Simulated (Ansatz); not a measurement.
Born–Oppenheimer molecular dynamics of a periodic cell of 17 atoms, Ta$_{16}$H (host Ta, host structure bcc, interstitial H). It goes on from the last frame of an earlier run, with new velocities.

Computed with DFT PBE, scalar-relativistic, plane waves, PAW in Ansatz 0.2.0. Settings: accuracy low, cutoff 420 eV, k mesh 2x2x2, fermi-dirac smearing 0.05 eV, no spin polarisation.

- ensemble: NVE (velocity Verlet)
- time step: 0.5 fs
- steps asked: 300
- starting velocities drawn for: 840 K
- seed: 498970

Frames 0.5 fs apart, positions in Å.

Velocities at 95 fs (Å/ps):

```
Ta -4.22 1.56 0.21
Ta 0.79 0.15 1.09
Ta 0.29 -0.15 -0.38
Ta 1.64 0.67 -2.13
Ta 4.49 2.83 1.98
Ta -1.15 -1.77 0.89
Ta 0.53 1.21 -0.39
Ta -2.68 -1.27 -0.75
Ta -0.66 -0.28 2.52
Ta 0.16 -2.84 1.52
Ta 0.88 3.58 -0.14
Ta -1.51 -1.47 -1.25
Ta 1.13 1.21 -1.37
Ta -0.68 -0.26 0.04
Ta 1.84 -1.78 -2.49
Ta -0.72 -1.38 0.88
H -22.41 -2.21 -44.45
```

```xyz
17
Lattice="6.6200 0.0000 0.0000 0.0000 6.6200 0.0000 0.0000 0.0000 6.6200" Properties=species:S:1:pos:R:3 time_fs=95 energy_less_start_eV=0.326 T=682
Ta -0.112 -0.120 -0.042
Ta 3.249 0.012 -0.049
Ta 0.117 3.313 -0.032
Ta -0.066 -0.098 3.296
Ta 1.605 1.582 1.612
Ta 3.378 3.260 0.001
Ta 3.229 -0.046 3.272
Ta 5.032 1.747 1.810
Ta 0.066 3.237 3.255
Ta 1.673 5.026 1.659
Ta 1.728 1.623 4.942
Ta 3.305 3.365 3.360
Ta 4.913 5.060 1.684
Ta 4.997 1.762 4.968
Ta 1.611 4.981 4.964
Ta 4.991 4.957 4.980
H 4.826 1.021 0.136
17
Lattice="6.6200 0.0000 0.0000 0.0000 6.6200 0.0000 0.0000 0.0000 6.6200" Properties=species:S:1:pos:R:3 time_fs=95.5 energy_less_start_eV=0.312 T=689
Ta -0.115 -0.119 -0.042
Ta 3.250 0.012 -0.048
Ta 0.117 3.313 -0.032
Ta -0.065 -0.097 3.295
Ta 1.607 1.583 1.613
Ta 3.377 3.259 0.002
Ta 3.229 -0.045 3.272
Ta 5.031 1.746 1.810
Ta 0.065 3.237 3.256
Ta 1.673 5.025 1.660
Ta 1.728 1.625 4.942
Ta 3.305 3.364 3.359
Ta 4.914 5.060 1.683
Ta 4.997 1.762 4.968
Ta 1.612 4.981 4.962
Ta 4.990 4.957 4.980
H 4.815 1.019 0.113
17
Lattice="6.6200 0.0000 0.0000 0.0000 6.6200 0.0000 0.0000 0.0000 6.6200" Properties=species:S:1:pos:R:3 time_fs=96 energy_less_start_eV=0.303 T=693
Ta -0.117 -0.118 -0.041
Ta 3.250 0.012 -0.048
Ta 0.117 3.313 -0.032
Ta -0.064 -0.097 3.294
Ta 1.610 1.585 1.614
Ta 3.377 3.258 0.002
Ta 3.230 -0.045 3.272
Ta 5.030 1.746 1.809
Ta 0.065 3.237 3.258
Ta 1.673 5.023 1.661
Ta 1.729 1.627 4.942
Ta 3.304 3.364 3.358
Ta 4.914 5.061 1.683
Ta 4.997 1.762 4.968
Ta 1.613 4.980 4.961
Ta 4.990 4.956 4.981
H 4.805 1.017 0.089
17
Lattice="6.6200 0.0000 0.0000 0.0000 6.6200 0.0000 0.0000 0.0000 6.6200" Properties=species:S:1:pos:R:3 time_fs=96.5 energy_less_start_eV=0.299 T=695
Ta -0.119 -0.118 -0.041
Ta 3.251 0.012 -0.047
Ta 0.117 3.313 -0.032
Ta -0.063 -0.097 3.293
Ta 1.612 1.586 1.615
Ta 3.376 3.257 0.003
Ta 3.230 -0.044 3.272
Ta 5.028 1.745 1.809
Ta 0.065 3.237 3.259
Ta 1.673 5.022 1.661
Ta 1.729 1.629 4.941
Ta 3.303 3.363 3.358
Ta 4.915 5.061 1.682
Ta 4.996 1.762 4.968
Ta 1.614 4.979 4.960
Ta 4.990 4.955 4.981
H 4.797 1.015 0.065
17
Lattice="6.6200 0.0000 0.0000 0.0000 6.6200 0.0000 0.0000 0.0000 6.6200" Properties=species:S:1:pos:R:3 time_fs=97 energy_less_start_eV=0.301 T=694
Ta -0.121 -0.117 -0.041
Ta 3.251 0.012 -0.046
Ta 0.117 3.313 -0.033
Ta -0.062 -0.096 3.292
Ta 1.614 1.587 1.616
Ta 3.376 3.256 0.003
Ta 3.230 -0.044 3.272
Ta 5.027 1.745 1.809
Ta 0.064 3.237 3.260
Ta 1.673 5.020 1.662
Ta 1.729 1.630 4.941
Ta 3.302 3.362 3.357
Ta 4.915 5.062 1.681
Ta 4.996 1.762 4.968
Ta 1.615 4.978 4.959
Ta 4.989 4.955 4.981
H 4.790 1.013 0.040
17
Lattice="6.6200 0.0000 0.0000 0.0000 6.6200 0.0000 0.0000 0.0000 6.6200" Properties=species:S:1:pos:R:3 time_fs=97.5 energy_less_start_eV=0.308 T=691
Ta -0.123 -0.116 -0.041
Ta 3.251 0.013 -0.046
Ta 0.117 3.312 -0.033
Ta -0.061 -0.096 3.291
Ta 1.616 1.589 1.617
Ta 3.375 3.256 0.004
Ta 3.231 -0.043 3.272
Ta 5.026 1.744 1.808
Ta 0.064 3.237 3.262
Ta 1.673 5.019 1.663
Ta 1.730 1.632 4.941
Ta 3.302 3.361 3.357
Ta 4.916 5.062 1.681
Ta 4.995 1.761 4.968
Ta 1.616 4.977 4.957
Ta 4.989 4.954 4.982
H 4.785 1.011 0.016
17
Lattice="6.6200 0.0000 0.0000 0.0000 6.6200 0.0000 0.0000 0.0000 6.6200" Properties=species:S:1:pos:R:3 time_fs=98 energy_less_start_eV=0.318 T=686
Ta -0.125 -0.115 -0.041
Ta 3.252 0.013 -0.045
Ta 0.117 3.312 -0.033
Ta -0.061 -0.095 3.290
Ta 1.619 1.590 1.618
Ta 3.374 3.255 0.004
Ta 3.231 -0.042 3.271
Ta 5.024 1.743 1.808
Ta 0.064 3.237 3.263
Ta 1.673 5.017 1.663
Ta 1.730 1.634 4.941
Ta 3.301 3.361 3.356
Ta 4.917 5.063 1.680
Ta 4.995 1.761 4.968
Ta 1.617 4.976 4.956
Ta 4.989 4.953 4.982
H 4.782 1.008 -0.006
17
Lattice="6.6200 0.0000 0.0000 0.0000 6.6200 0.0000 0.0000 0.0000 6.6200" Properties=species:S:1:pos:R:3 time_fs=98.5 energy_less_start_eV=0.329 T=681
Ta -0.127 -0.114 -0.041
Ta 3.252 0.013 -0.045
Ta 0.117 3.312 -0.033
Ta -0.060 -0.095 3.289
Ta 1.621 1.592 1.619
Ta 3.374 3.254 0.005
Ta 3.231 -0.042 3.271
Ta 5.023 1.742 1.807
Ta 0.063 3.237 3.264
Ta 1.673 5.016 1.664
Ta 1.730 1.636 4.941
Ta 3.300 3.360 3.355
Ta 4.917 5.063 1.679
Ta 4.995 1.761 4.968
Ta 1.618 4.975 4.955
Ta 4.988 4.952 4.983
H 4.780 1.006 -0.027
17
Lattice="6.6200 0.0000 0.0000 0.0000 6.6200 0.0000 0.0000 0.0000 6.6200" Properties=species:S:1:pos:R:3 time_fs=99 energy_less_start_eV=0.341 T=675
Ta -0.129 -0.113 -0.041
Ta 3.252 0.013 -0.044
Ta 0.117 3.312 -0.033
Ta -0.059 -0.095 3.288
Ta 1.623 1.593 1.620
Ta 3.373 3.253 0.005
Ta 3.232 -0.041 3.271
Ta 5.021 1.742 1.807
Ta 0.063 3.237 3.266
Ta 1.673 5.014 1.665
Ta 1.731 1.637 4.941
Ta 3.299 3.359 3.354
Ta 4.918 5.064 1.679
Ta 4.994 1.761 4.967
Ta 1.619 4.974 4.954
Ta 4.988 4.952 4.983
H 4.780 1.003 -0.046
17
Lattice="6.6200 0.0000 0.0000 0.0000 6.6200 0.0000 0.0000 0.0000 6.6200" Properties=species:S:1:pos:R:3 time_fs=99.5 energy_less_start_eV=0.352 T=670
Ta -0.131 -0.112 -0.040
Ta 3.253 0.013 -0.043
Ta 0.117 3.312 -0.033
Ta -0.058 -0.094 3.287
Ta 1.626 1.595 1.621
Ta 3.372 3.253 0.006
Ta 3.232 -0.040 3.271
Ta 5.020 1.741 1.806
Ta 0.063 3.237 3.267
Ta 1.673 5.013 1.665
Ta 1.731 1.639 4.941
Ta 3.299 3.358 3.354
Ta 4.918 5.064 1.678
Ta 4.994 1.760 4.967
Ta 1.620 4.973 4.952
Ta 4.987 4.951 4.984
H 4.782 1.000 -0.062
17
Lattice="6.6200 0.0000 0.0000 0.0000 6.6200 0.0000 0.0000 0.0000 6.6200" Properties=species:S:1:pos:R:3 time_fs=100 energy_less_start_eV=0.361 T=666
Ta -0.132 -0.111 -0.040
Ta 3.253 0.013 -0.043
Ta 0.117 3.312 -0.033
Ta -0.057 -0.094 3.286
Ta 1.628 1.596 1.622
Ta 3.372 3.252 0.006
Ta 3.232 -0.039 3.271
Ta 5.018 1.740 1.806
Ta 0.062 3.237 3.268
Ta 1.673 5.011 1.666
Ta 1.732 1.641 4.941
Ta 3.298 3.357 3.353
Ta 4.919 5.064 1.677
Ta 4.994 1.760 4.967
Ta 1.621 4.972 4.951
Ta 4.987 4.950 4.984
H 4.786 0.996 -0.075
17
Lattice="6.6200 0.0000 0.0000 0.0000 6.6200 0.0000 0.0000 0.0000 6.6200" Properties=species:S:1:pos:R:3 time_fs=100.5 energy_less_start_eV=0.365 T=664
Ta -0.134 -0.110 -0.040
Ta 3.254 0.013 -0.042
Ta 0.117 3.312 -0.033
Ta -0.056 -0.093 3.285
Ta 1.630 1.598 1.623
Ta 3.371 3.251 0.007
Ta 3.233 -0.039 3.271
Ta 5.017 1.740 1.805
Ta 0.062 3.237 3.270
Ta 1.673 5.010 1.667
Ta 1.732 1.643 4.941
Ta 3.297 3.357 3.352
Ta 4.920 5.065 1.677
Ta 4.993 1.760 4.967
Ta 1.622 4.971 4.950
Ta 4.986 4.949 4.984
H 4.791 0.993 -0.086
```

Of the whole run (150 fs, mean temperature of the second half 654 K): The conserved energy stayed within 0.06 meV per atom of its start (net change -0.045 meV per atom), so the integration is sound. A run of 0.15 ps of so small a system gives no equilibrium averages. Limits of this set-up: coarse k mesh, odd electron count without spin, a small cell, in which the defect meets its images, a typed lattice constant that wasn't relaxed here, low accuracy level.

Time of the run: 17 min on 2 threads of AMD EPYC 7B13 (Zen 3), with other jobs on the host, peak memory 1 GiB.
